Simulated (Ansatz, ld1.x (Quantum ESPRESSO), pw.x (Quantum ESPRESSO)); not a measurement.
# Te (Z = 52) (fcc): variants of one TM potential in the solid

```json
{"Element": "tellurium (Te)", "Generator": "ld1.x (Quantum ESPRESSO) 7.5", "Type": "norm-conserving Troullier–Martins (Kleinman–Bylander form)", "Functional": "PBE", "Relativity": "scalar-relativistic", "Frozen core": "[Kr] 4d10", "Valence charge": "6", "Reference configuration": "5s2 5p4", "Partial waves": "5s (bound): rc 1.45 bohr; 5p (bound): rc 2.40 bohr; 5d channel at 0.25 Ry: rc 2.30 bohr", "Local potential": "all-electron potential smoothed inside 2.40 bohr (lloc = -1)", "Core correction": "none"}
```

Crystal test: fcc Te in pw.x 7.5, no spin, 12³ k-points, Fermi–Dirac smearing 0.01 Ry, cutoffs set for each file from its atomic test. The reference is all-electron LAPW (Ansatz 0.2.0) with the same functional, mesh and smearing; V0 and B0 come from Birch–Murnaghan fits to the pressures at five volumes. Errors are pseudo minus all-electron; Δ is the rms difference of the E(V) curves that follow from these fits, minima aligned, over ±6 % about the mean V0. Mesh and smearing are coarse, so the numbers serve the comparison and aren't converged zero-temperature values; the lattice is a test structure that the element need not adopt.

All-electron: a0 = 4.845 Å (V0 = 28.43 Å³/atom), B0 = 52.9 GPa.

1 further variants are left out: they gave no file fit for a test, a broken result, the same result as the base, or pressures whose basis-set error rivals the error shown.

A dash in a converged row means that the minimum lies outside the volumes sampled.

```csv
change,cutoffs (Ry),pw.x,a0 (Å),a0 error (%),B0 error (%),Δ (meV/atom),mean pressure error (GPa)
base,145/580,converged,4.833,-0.24,+3.6,2.4,-0.39
local potential all-electron potential smoothed inside 1.50 bohr (lloc = -1),145/580,converged; bound ghost,–,–,–,–,-7.70
wave 5p (bound): rc 2.40 bohr becomes 5p (bound): rc 1.72 bohr,145/580,converged,4.833,-0.25,+3.7,2.5,-0.40
reference 5s2 5p2,145/580,converged,4.779,-1.36,+7.4,13.7,-2.14
```

Q: Give the row for: local potential all-electron potential smoothed inside 2.36 bohr (lloc = -1).

A: pw.x: converged; mean pressure error (GPa): -0.45; a0 (Å): 4.831; a0 error (%): -0.28; B0 error (%): +3.8; Δ (meV/atom): 2.8.
